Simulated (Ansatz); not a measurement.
Runs of Ansatz 0.2.0 on AlN. It takes space group P6_3/mmc (No. 194, hexagonal). Conventional cell: a = 3.312 Å, b = 3.312 Å, c = 4.188 Å, α = 90.00°, β = 90.00°, γ = 120.00°. Al (site symmetry -6m2) is surrounded by 5 N at 1.91 to 2.09 Å. N (site symmetry -6m2) has 5 Al at 1.91 to 2.09 Å as nearest neighbours. Measurements of this composition are mostly on another form, of space group No. 186.

```csv
screening (1/Å),share of exact exchange,gap on the mesh (eV),pressure (GPa)
0.2,0.3,4.81,(b)
0.2,0.5,(a),-11.4
0.2,0.4,5.35,-9.2
0.15,0.25,4.69,-5.9
0.2,0.15,4.02,-3.4
```

Alike in all rows: task single point; level HSE06 form with a typed share of exact exchange; potentials or basis Ansatz PAW; no spin polarisation; cell as given; k mesh 5 × 5 × 4; cutoff (eV) 420; smearing fermi-dirac 0.05 eV; the mesh is coarse, so values aren't converged.

Estimate the missing entries.

(a) 5.91; (b) -6.9.

Caveats: all runs use coarse meshes; odd divisions of the mesh miss points on the zone boundary, where band edges often lie, so the gap on the mesh can be too wide; the PAW data sets come from PBE, with cores solved anew for the run's functional, which leaves a small shift of forces and pressure; the thresholds are loose for stress.

